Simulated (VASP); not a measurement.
# C (P6_3/mmc) in VASP: electric field gradients with PBE

Aim: the electric field gradients of C with PBE.

Everything below comes from runs of VASP 6.6.1. Logs are shortened: lines on timing, memory, paths and dates and some standing lists are left out, and cuts for length are marked.

### 1 Starting point

Symmetry: P6_3/mmc, No. 194, hexagonal system. Conventional cell: a = 2.467 Å, b = 2.467 Å, c = 7.803 Å, α = 90.00°, β = 90.00°, γ = 120.00°. C (site symmetry -6m2) has 3 C at 1.42 Å as nearest neighbours. C (site symmetry -6m2) is surrounded by 3 C at 1.42 Å.

### 2 Electric field gradients, PBE

Input file INCAR:

```
PREC = Accurate
ENCUT = 520
EDIFF = 1E-8
ISMEAR = -1
SIGMA = 0.05
LREAL = F
LASPH = T
NELM = 100
ALGO = Fast
ISIF = 2
LWAVE = F
LCHARG = F
GGA = PE
LEFG = T
NBANDS = 16
```

Input file KPOINTS:

```
regular mesh
0
Gamma
  19 19 6
```

Input file POSCAR:

```
C
1.0
    2.4672912616      0.0000000000      0.0000000000
   -1.2336456308      2.1367369111      0.0000000000
    0.0000000000      0.0000000000      7.8030730000
C
4
Direct
    0.0000000000      0.0000000000      0.2500000000
    0.0000000000      0.0000000000      0.7500000000
    0.3333333333      0.6666666667      0.2500000000
    0.6666666667      0.3333333333      0.7500000000
```

Potentials or basis: VASP PAW PBE potentials, release 64 (C).

Launch:

```console
$ cat potpaw_PBE.64/C/POTCAR > POTCAR
$ mpirun -np 1 vasp_std > vasp.out
```

OUTCAR:

```text
PREC = Accurate
   ENCUT = 520
   EDIFF = 1E-8
   ISMEAR = -1
   LREAL = F
   LASPH = T
   NELM = 100
   ISIF = 2
   GGA = PE

 ion  position               nearest neighbor table
   1  0.000  0.000  0.250-   3 1.42   3 1.42   3 1.42
   2  0.000  0.000  0.750-   4 1.42   4 1.42   4 1.42
   3  0.333  0.667  0.250-   1 1.42   1 1.42   1 1.42
   4  0.667  0.333  0.750-   2 1.42   2 1.42   2 1.42

  LATTYP: Found a hexagonal cell.
 ALAT       =     2.4672912616
 C/A-ratio  =     3.1626071561

  Lattice vectors:

 A1 = (   2.4672912616,   0.0000000000,   0.0000000000)
 A2 = (  -1.2336456308,   2.1367369111,   0.0000000000)
 A3 = (   0.0000000000,   0.0000000000,   7.8030730000)

Analysis of symmetry for initial positions (statically):
=====================================================================
 Subroutine PRICEL returns:
 Original cell was already a primitive cell.

 Routine SETGRP: Setting up the symmetry group for a
 hexagonal supercell.

 Subroutine GETGRP returns: Found 24 space group operations
 (whereof 12 operations were pure point group operations)
 out of a pool of 24 trial point group operations.

The static configuration has the point symmetry D_3d.
 The point group associated with its full space group is D_6h.

Analysis of symmetry for dynamics (positions and initial velocities):
=====================================================================
 Subroutine PRICEL returns:
 Original cell was already a primitive cell.

 Routine SETGRP: Setting up the symmetry group for a
 hexagonal supercell.

 Subroutine GETGRP returns: Found 24 space group operations
 (whereof 12 operations were pure point group operations)
 out of a pool of 24 trial point group operations.

The dynamic configuration has the point symmetry D_3d.
 The point group associated with its full space group is D_6h.

 Subroutine INISYM returns: Found 24 space group operations
 (whereof 12 operations are pure point group operations),
 and found     1 'primitive' translations

----------------------------------------------------------------------------------------

                                     Primitive cell

  volume of cell :      41.1374

  direct lattice vectors                    reciprocal lattice vectors
     2.467291262  0.000000000  0.000000000     0.405302777  0.234001667  0.000000000
    -1.233645631  2.136736911  0.000000000     0.000000000  0.468003335  0.000000000
     0.000000000  0.000000000  7.803073000     0.000000000  0.000000000  0.128154639

  length of vectors
     2.467291262  2.467291262  7.803073000     0.468003335  0.468003335  0.128154639

  position of ions in fractional coordinates (direct lattice)
     0.000000000  0.000000000  0.250000000
     0.000000000  0.000000000  0.750000000
     0.333333333  0.666666667  0.250000000
     0.666666667  0.333333333  0.750000000

  ion indices of the primitive-cell ions
   primitive index   ion index
                 1           1
                 2           2
                 3           3
                 4           4

----------------------------------------------------------------------------------------

 KPOINTS: regular mesh

Automatic generation of k-mesh.
 Grid dimensions read from file:
 generate k-points for:   19   19    6

 Generating k-lattice:

  Cartesian coordinates                     Fractional coordinates (reciprocal lattice)
     0.021331725  0.012315877  0.000000000     0.052631579 -0.000000000  0.000000000
     0.000000000  0.024631754  0.000000000     0.000000000  0.052631579  0.000000000
[... 44 lines left out ...]
   dimension x,y,z NGXF=    36 NGYF=   36 NGZF=  120
   ions per type =               4
   NGX,Y,Z   is equivalent  to a cutoff of  12.13, 12.13, 12.78 a.u.
   NGXF,Y,Z  is equivalent  to a cutoff of  24.26, 24.26, 25.57 a.u.
 SYSTEM =  unknown system
   PREC   = accura    normal or accurate (medium, high low for compatibility)
   ISTART =      0    job   : 0-new  1-cont  2-samecut
   ICHARG =      2    charge: 1-file 2-atom 10-const
   ISPIN  =      1    spin polarized calculation?
   LNONCOLLINEAR =      F non collinear calculations
   LSORBIT =      F    spin-orbit coupling
   LASPH  =      T    aspherical Exc in radial PAW
   ENCUT  =  520.0 eV  38.22 Ry    6.18 a.u.   4.59  4.59 14.51*2*pi/ulx,y,z
   NELM   =    100;   NELMIN=  2; NELMDL= -5     # of ELM steps
   EDIFF  = 0.1E-07   stopping-criterion for ELM
   LREAL  =      F    real-space projection
   EDIFFG = 0.1E-06   stopping-criterion for IOM
   NSW    =      0    number of steps for IOM
   IBRION =     -1    ionic relax: 0-MD 1-quasi-New 2-CG
   NFREE  =      0    steps in history (QN), initial steepest desc. (CG)
   ISIF   =      2    stress and relaxation
   ISYM   =      2    0-nonsym 1-usesym 2-fastsym
   POTIM  = 0.5000    time-step for ionic-motion
   TEBEG  =    0.0;   TEEND  =   0.0 temperature during run
   PSTRESS=    0.0 pullay stress
   NELECT =      16.0000    total number of electrons
   NUPDOWN=      -1.0000    fix difference up-down
   EMIN   =  10.00;   EMAX   =-10.00  energy-range for DOS
   EFERMI =   0.00;   METHOD = LEGACY
   ISMEAR =    -1;   SIGMA  =   0.05  broadening in eV -4-tet -1-fermi 0-gaus
   EFERMI_NEDOS =   21; number of points for ismear=-14 and -15
   IALGO  =     68    algorithm
   IMIX   =      4    mixing-type and parameters
     AMIX     =   0.40;   BMIX     =  1.00
     AMIX_MAG =   1.60;   BMIX_MAG =  1.00
  volume/ion in A,a.u.               =      10.28        69.40
  Fermi-wavevector in a.u.,A,eV,Ry     =   1.195003  2.258229 19.429568  1.428033
  Thomas-Fermi vector in A             =   2.330979
   LORBIT       =      0    0 simple, 1 ext, 2 COOP (PROOUT), +10 PAW based schemes
   GGA     = PE    functional components
   LHFCALC =     F    Hartree Fock is set to
   AEXX    =    0.0000 exact exchange contribution
   IVDW    =     0    specifies the selected vdW correction
   LEPSILON=     F    determine dielectric tensor
   LRPA    =     F    only Hartree local field effects (RPA)
 non-spin polarized calculation
 RMM-DIIS sequential band-by-band and
  energy-cutoff  :      520.00
  volume of cell :       41.14
 maximum number of plane-waves:      1130
   NGX =  9   NGY =  9   NGZ = 29

 number of electron      15.9999993 magnetization

 Free energy of the ion-electron system (eV)
  ---------------------------------------------------
  ext. energy  EPLUGINS =         0.00000000
  ---------------------------------------------------
  free energy    TOTEN  =       -36.90289010 eV

  energy without entropy =      -36.90288141  energy(sigma->0) =      -36.90288576

 E-fermi :   3.4516     XC(G=0):  -9.2916

 val. band max:        3.0819683816   @ k =   0.3158   0.3158   0.0000
 cond. band min:       3.8315978117   @ k =   0.3158   0.3158   0.0000
 fundamental gap:      0.7496294302
 Fermi energy:         3.4516125452

 k-point     1 :       0.0000    0.0000    0.0000
  band No.  band energies     occupation
      1     -16.1094      2.00000
      2     -16.0256      2.00000
      3      -4.5756      2.00000
      4      -3.7252      2.00000
      5       0.3950      2.00000
      6       0.3950      2.00000
[... 433 lines left out ...]
      3      -7.0018      2.00000
      4      -6.9671      2.00000
      5      -3.3792      2.00000
      6      -3.3635      2.00000
[... 8 lines left out ...]
     15      17.3610      0.00000
     16      18.7003      0.00000

 [... further k-points ...]

------------------------ aborting loop because EDIFF is reached ----------------------------------------

  FORCE on cell =-STRESS in cart. coord.  units (eV):
  Direction    XX          YY          ZZ          XY          YZ          ZX
  --------------------------------------------------------------------------------------
  -------------------------------------------------------------------------------------
  Total        0.0508266      0.0508266      0.1026118      0.0000000      0.0000000      0.0000000
  in kB        1.9795426      1.9795426      3.9964148      0.0000000      0.0000000      0.0000000
  external PRESSURE =       2.6518333 kB  Pullay stress =       0.0000000 kB

 VOLUME and BASIS-vectors are now :
 -----------------------------------------------------------------------------
  energy-cutoff  :      520.00
  volume of cell :       41.14
      direct lattice vectors                 reciprocal lattice vectors
     2.467291262  0.000000000  0.000000000     0.405302777  0.234001667  0.000000000
    -1.233645631  2.136736911  0.000000000     0.000000000  0.468003335  0.000000000
     0.000000000  0.000000000  7.803073000     0.000000000  0.000000000  0.128154639

 POSITION                                       TOTAL-FORCE (eV/Angst)
 -----------------------------------------------------------------------------------
      0.00000      0.00000      1.95077        -0.000000     -0.000000     -0.000000
      0.00000      0.00000      5.85230         0.000000      0.000000     -0.000000
     -0.00000      1.42449      1.95077         0.000000     -0.000000      0.000000
      1.23365      0.71225      5.85230        -0.000000      0.000000      0.000000
 -----------------------------------------------------------------------------------
    total drift:                                0.000000     -0.000000      0.000000

  FREE ENERGIE OF THE ION-ELECTRON SYSTEM (eV)
  ---------------------------------------------------
  free  energy   TOTEN  =       -36.9028901018 eV

  energy  without entropy=      -36.9028814086  energy(sigma->0) =      -36.90288576

 Electric field gradients (V/A^2)
---------------------------------------------------------------------
 ion       V_xx      V_yy      V_zz      V_xy      V_xz      V_yz
---------------------------------------------------------------------
   1     -15.328   -15.328    30.656    -0.000    -0.000    -0.000
   2     -15.328   -15.328    30.656    -0.000    -0.000    -0.000
   3     -15.174   -15.175    30.349    -0.001    -0.000    -0.000
   4     -15.174   -15.175    30.349    -0.001    -0.000    -0.000
---------------------------------------------------------------------

 Electric field gradients after diagonalization (V/A^2)
 (convention: |V_zz| > |V_xx| > |V_yy|)
----------------------------------------------------------------------
 ion       V_xx      V_yy      V_zz     asymmetry (V_yy - V_xx)/ V_zz
----------------------------------------------------------------------
   1     -15.329   -15.327    30.656       0.000
   2     -15.329   -15.327    30.656       0.000
   3     -15.175   -15.174    30.349       0.000
   4     -15.175   -15.174    30.349       0.000
----------------------------------------------------------------------

           NMR quadrupolar parameters

 Cq : quadrupolar parameter    Cq=e*Q*V_zz/h
 eta: asymmetry parameters     (V_yy - V_xx)/ V_zz
 Q  : nuclear electric quadrupole moment in mb (millibarn)
----------------------------------------------------------------------
 ion       Cq(MHz)       eta       Q (mb)
----------------------------------------------------------------------
   1       0.074       0.000       1.000
   2       0.074       0.000       1.000
   3       0.073       0.000       1.000
   4       0.073       0.000       1.000
----------------------------------------------------------------------
```

Wall time 2.3 min (1 thread of Intel Xeon Platinum 8175M at 2.50GHz (Skylake/Cascade Lake), shared host); peak memory 0.19 GiB.

Results:

- Free energy: -36.9029 eV
- Pressure: 0.3 GPa
- Band gap on the k mesh: 0.75 eV, direct

Electric field gradients, principal values (V/Å²):
```tsv
atom	Vxx	Vyy	Vzz
1 C	-15.327	-15.329	30.656
2 C	-15.327	-15.329	30.656
3 C	-15.174	-15.175	30.349
4 C	-15.174	-15.175	30.349
```

Caveat: an odd mesh through Γ misses points on the zone boundary, where band edges often lie; this functional lacks dispersion, which binds the layers, so the pressure and a relaxed spacing across them are unreliable.
